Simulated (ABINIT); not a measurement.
GaAs:

```
As Ga
1.0
     0.00000    2.82685    2.82685
     2.82685    0.00000    2.82685
     2.82685    2.82685    0.00000
As Ga
1 1
Direct
  0.75000 0.75000 0.75000
  0.00000 0.00000 0.00000
```

Base run:

| Quantity | Value |
| --- | --- |
| Program | ABINIT 10.8.3 (patched build) |
| Functional | LDA |
| Potentials or basis | JTH PAW PBE v2.0 |
| Cutoff | 544 eV |
| k mesh | 8 × 8 × 8 |
| Occupations | fermi-dirac, width 0.05 eV |
| Spin | no spin polarisation |

Its results: band gap on the k mesh 0.29 eV, direct; pressure -1.8 GPa.

Task: The run is repeated on the same cell with these changes: functional from LDA to RPBE. What comes out?

Result: Band gap on the k mesh 0.63 eV, direct; pressure 5.3 GPa.

RPBE binds less tightly than LDA, so the same cell stands under more pressure.

Caveats: the PAW data sets were made with another functional, which shifts forces and pressure a little.
